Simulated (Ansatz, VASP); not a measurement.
Fe2O3: VASP beside Ansatz

The input INCAR:

```
SYSTEM = Fe2O3
PREC = Accurate ; ENCUT = 520
EDIFF = 1E-7 ; ISMEAR = -1
SIGMA = 0.05 ; LREAL = .FALSE.
LASPH = .TRUE. ; NELM = 150
ALGO = Normal ; ISIF = 2
LWAVE = .FALSE. ; LCHARG = .TRUE.
ISPIN = 2 ; MAGMOM = 4 4 4 4 0 0 0 0 0 0
LORBIT = 11 ; LMAXMIX = 4
LDAU = .TRUE. ; LDAUTYPE = 2
LDAUL = 2 -1 ; LDAUU = 4.4 0
LDAUJ = 0 0 ; LDAUPRINT = 1
GGA = PE ; LELF = .TRUE.
LVHAR = .TRUE. ; NBANDS = 49
```

Contents of KPOINTS:

```
Automatic mesh
0
G
  4 4 4
  0 0 0
```

Contents of POSCAR:

```
Fe2O3
1.0
    2.5190008700      1.4543458300      4.5906700000
   -2.5190008700      1.4543458300      4.5906700000
    0.0000000000     -2.9086916600      4.5906700000
Fe O
4 6
Direct
    0.8553000000      0.8553000000      0.8553000000
    0.6447000000      0.6447000000      0.6447000000
    0.1447000000      0.1447000000      0.1447000000
    0.3553000000      0.3553000000      0.3553000000
    0.0559000000      0.4441000000      0.7500000000
    0.7500000000      0.0559000000      0.4441000000
    0.4441000000      0.7500000000      0.0559000000
    0.9441000000      0.5559000000      0.2500000000
    0.2500000000      0.9441000000      0.5559000000
    0.5559000000      0.2500000000      0.9441000000
```

Input for Ansatz:

```yaml
crystal:
  lattice:
    - [2.51900087, 1.45434583, 4.59067]
    - [-2.51900087, 1.45434583, 4.59067]
    - [0.0, -2.90869166, 4.59067]
  atoms:
    - { symbol: Fe, position: [0.8553, 0.8553, 0.8553], spin: 4.0 }
    - { symbol: Fe, position: [0.6447, 0.6447, 0.6447], spin: 4.0 }
    - { symbol: Fe, position: [0.1447, 0.1447, 0.1447], spin: 4.0 }
    - { symbol: Fe, position: [0.3553, 0.3553, 0.3553], spin: 4.0 }
    - { symbol: O, position: [0.0559, 0.4441, 0.75] }
    - { symbol: O, position: [0.75, 0.0559, 0.4441] }
    - { symbol: O, position: [0.4441, 0.75, 0.0559] }
    - { symbol: O, position: [0.9441, 0.5559, 0.25] }
    - { symbol: O, position: [0.25, 0.9441, 0.5559] }
    - { symbol: O, position: [0.5559, 0.25, 0.9441] }
magnetization:
  spin_polarized: true
hamiltonian:
  xc: pbe
  pseudopotentials: { kind: paw }
  hubbard: { sites: [{ species: Fe, l: d, u_eff: 4.4 }] }
basis:
  ecutwfc: 420
kpoints:
  mp_grid: { grid: [4, 4, 4] }
scf:
  occupations: { method: fermi_dirac, width: 0.05 }
  lower_state_search: "off"
  algorithm: density_mixing
  max_iter: 70
  mixing: { algorithm: broyden, ndim: 2, beta: 1.0, preconditioner: none }
  convergence: { dm_fallback: { after: 20 } }
output:
  forces: true
  stress: true
```

Alike in both runs: task single point; functional PBE; k mesh 4 × 4 × 4; occupations fermi-dirac, width 0.05 eV; collinear spin; Hubbard terms Fe d U = 4.4 eV.

```csv
,VASP,Ansatz
version,VASP 6.6.1,Ansatz 0.2.0
potentials or method,"VASP PAW PBE potentials, release 64 (Fe, O)","PAW, plane waves, scalar-relativistic"
plane-wave cutoff (eV),520,420
valence electrons in the cell,68,100
```

VASP gave:

```
pressure (GPa)                                                : 8.5
largest component of the traceless stress (GPa)               : 2.67
rms of the force components (eV/Å)                            : 0.149
net moment per atom (μB)                                      : 2.00
size of the moment on the site where the two differ most (μB) : 4.37
```

Task: Estimate Ansatz's values.

Result: Pressure (GPa): 14.3; largest component of the traceless stress (GPa): 3.24; rms of the force components (eV/Å): 0.117; net moment per atom (μB): 2.00; size of the moment on the site where the two differ most (μB): 3.92.

Site moments also hang on the region over which each program counts them. The programs project onto different local orbitals, so the same U acts differently. Atom by atom the forces differ by 0.063 eV/Å (rms over components). The two sets of potentials don't hold the same shells in valence. Ansatz warned: «dm_fallback_engaged».

A k mesh can miss the band edges. The state reached can hang on the start; a lower one may exist.
